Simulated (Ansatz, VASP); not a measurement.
# Ag in VASP and in Ansatz

INCAR

```
SYSTEM = Ag
PREC     = Accurate       ! precision mode
ENCUT    = 520            ! plane-wave cutoff, eV
EDIFF    = 1E-6           ! SCF threshold, eV
ISMEAR   = 0              ! smearing method
SIGMA    = 0.15           ! smearing width, eV
LREAL    = .FALSE.        ! projectors in reciprocal space
LASPH    = .TRUE.         ! aspherical terms in the spheres
NELM     = 80             ! most SCF steps
ALGO     = Fast           ! electronic algorithm
ISIF     = 2              ! what is computed and relaxed
LWAVE    = .FALSE.        ! write WAVECAR
LCHARG   = .TRUE.         ! write CHGCAR
GGA      = PE             ! functional
LELF     = .TRUE.         ! ELF
LVHAR    = .TRUE.       
NBANDS   = 12             ! bands
```

Contents of KPOINTS:

```
Automatic mesh
0
G
  20 20 20
  0 0 0
```

POSCAR

```
Ag
1.0
    0.0000000000      1.8796520000      2.2065480000
    1.8796520000      0.0000000000      2.2065480000
    1.8796520000      1.8796520000      0.0000000000
Ag
1
Direct
    0.0000000000      0.0000000000      0.0000000000
```

Input for Ansatz:

```yaml
crystal:
  lattice:
    - [0.0, 1.879652, 2.206548]
    - [1.879652, 0.0, 2.206548]
    - [1.879652, 1.879652, 0.0]
  atoms:
    - { symbol: Ag, position: [0.0, 0.0, 0.0] }
basis:
  ecutwfc: 420
kpoints:
  mp_grid: { grid: [20, 20, 20] }
hamiltonian:
  xc: pbe
scf:
  occupations: { method: gaussian, width: 0.15 }
output:
  forces: true
  stress: true
  eigenvalues: true
```

Change from the starting cell: strain -0.080 along x and y, +0.080 along z, atoms carried along.

Alike in both runs: task single point; functional PBE; k mesh 20 × 20 × 20; occupations gaussian, width 0.15 eV; no spin polarisation.

```csv
,VASP,Ansatz
version,VASP 6.6.1,Ansatz 0.2.0
potentials or method,"VASP PAW PBE potentials, release 64 (Ag)","scalar-relativistic, plane waves, PAW"
plane-wave cutoff (eV),520,420
valence electrons in the cell,11,19
```

Ansatz gave:

| Property | Result |
| --- | --- |
| gap on the k mesh at the Fermi level (eV) | none |
| pressure (GPa) | 19.8 |
| largest component of the traceless stress (GPa) | 9.59 |

Q: What did VASP give for the same quantities?

A: gap on the k mesh at the Fermi level (eV): none; pressure (GPa): 19.5; largest component of the traceless stress (GPa): 9.50.

A gap of «none» marks a metal or a gap that the smearing closes. The two sets of potentials don't hold the same shells in valence.

Caveats: so large a pressure means that the cell lies far from this level's equilibrium, or that cutoff or potentials fall short (VASP).
